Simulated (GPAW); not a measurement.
Write an ASE script for GPAW 26.7.0 that does the following.

| Property | Result |
| --- | --- |
| Task | relaxation of cell and atoms |
| Functional | PBEsol |
| Dispersion | D3(BJ) |
| Potentials or basis | PAW data sets generated in the run's folder for this functional |
| Cutoff | 800 eV |
| Basis | pw |
| k mesh | 7 × 7 × 5 |
| Occupations | fermi-dirac, width 0.05 eV |
| Spin | no spin polarisation |
| Maxiter | 150 |
| Optimizer | BFGS |
| Fmax | 0.02 eV/Å |
| Max steps | 60 |
| Convergence | density=1e-05 forces=0.0001 |

The system is CdO2.

```
Cd O
1.0
     3.47623    0.00000    0.00000
    -1.73811    3.01050    0.00000
     0.00000    0.00000    4.14808
Cd O
1 2
Direct
  0.00000 0.00000 0.00000
  0.33333 0.66667 0.24422
  0.66667 0.33333 0.75578
```

The cell comes from a database or a generator and needn't be the stable form of this composition.

One way to write it, as run:

run.py

```python
from ase import Atoms
from ase.calculators.mixing import SumCalculator
from ase.filters import FrechetCellFilter
from ase.io import write
from ase.optimize import BFGS
from dftd3.ase import DFTD3
from gpaw import GPAW, PW, setup_paths

setup_paths.insert(0, '.')

atoms = Atoms(['Cd', 'O', 'O'],
              cell=[[3.4762295762, 0.0, 0.0],
                    [-1.7381147881, 3.0105031223, 0.0],
                    [0.0, 0.0, 4.148076]],
              scaled_positions=[[0.0, 0.0, 0.0],
                                [0.3333333333, 0.6666666667, 0.244219],
                                [0.6666666667, 0.3333333333, 0.755781]],
              pbc=True)

calc = GPAW(mode=PW(800),
            xc='PBEsol',
            kpts={'size': (7, 7, 5), 'gamma': True},
            occupations={'name': 'fermi-dirac', 'width': 0.05},
            nbands=22,
            convergence={'density': 1e-05, 'forces': 0.0001},
            maxiter=150,
            txt='gpaw.txt')
atoms.calc = SumCalculator([calc, DFTD3(method='pbesol', damping='d3bj')])
opt = BFGS(FrechetCellFilter(atoms), trajectory='relax.traj', logfile='-')
done = opt.run(fmax=0.02, steps=60)
calc.write('gs.gpw')
write('result.traj', atoms)
print('Converged:', done)
print('Cell:', atoms.cell.cellpar().round(4))
print('Volume:', round(atoms.get_volume(), 4))
print(atoms.get_scaled_positions().round(5))
```

Potentials or basis: PAW data sets generated in the run's folder for this functional, pw.

Command:

```sh
$ gpaw-setup -f PBEsol Cd O
$ OMP_NUM_THREADS=1 python run.py
```

It gave:

```json
{
  "Relaxed volume": "11.34 Å³/atom",
  "Relaxed cell": "a = 3.334 Å, b = 3.334 Å, c = 3.533 Å, α = 90.00°, β = 90.00°, γ = 120.00°",
  "Space group after relaxing (to 0.05 Å)": "P-3m1 (No. 164)",
  "Energy gained by relaxing": "149.2 meV/atom",
  "Ionic steps": "14",
  "Pressure after relaxing": "0.0 GPa",
  "Band gap on the k mesh": "none (metal or under the smearing width)",
  "Dispersion energy per atom": "-0.178 eV"
}
```

Caveat: later steps reuse the first step's grids; the volume moved by over 15 % at a fixed basis, so the end points are rough; pairwise dispersion overbinds metals, which lowers pressure and volume.

It took 6.2 min on 1 thread of Arm Neoverse V1, with other jobs on the host, peak memory 0.32 GiB.
